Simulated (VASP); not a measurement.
AlP, 2 atoms in the cell. It takes space group F-43m (No. 216, cubic). Conventional cell: a = 5.471 Å, b = 5.471 Å, c = 5.471 Å, α = 90.00°, β = 90.00°, γ = 90.00°. Al (site symmetry -43m) is surrounded by 4 P at 2.37 Å. Around P (site symmetry -43m) lie 4 Al at 2.37 Å. 

```yaml
Program: VASP 6.6.1
Task: relaxation of cell and atoms
Functional: PBEsol
Potentials_or_basis: VASP PAW PBE potentials, release 64 (Al, P)
Cutoff: 600 eV
k_mesh: 8 × 8 × 8
Occupations: gaussian, width 0.03 eV
Spin: no spin polarisation
Further_INCAR_settings: ALGO = Normal; EDIFF = 1e-07; IBRION = 2; EDIFFG = -0.005; NSW = 90; ISIF = 3
```

Potentials or basis: VASP PAW PBE potentials, release 64 (Al, P).

Command:

```bash
$ cat potpaw_PBE.64/Al/POTCAR potpaw_PBE.64/P/POTCAR > POTCAR
$ mpirun -np 1 vasp_std > vasp.out
```

Hardware: 1 thread of Intel(R) Xeon(R) 6975P-C (Granite Rapids), on a shared host.

Estimate the wall time of this run.

Run time: 4.6 s on 1 thread of Intel(R) Xeon(R) 6975P-C (Granite Rapids) (shared host), peak memory 0.17 GiB. Counts: scf iterations 13, k points 29, ion steps 1.
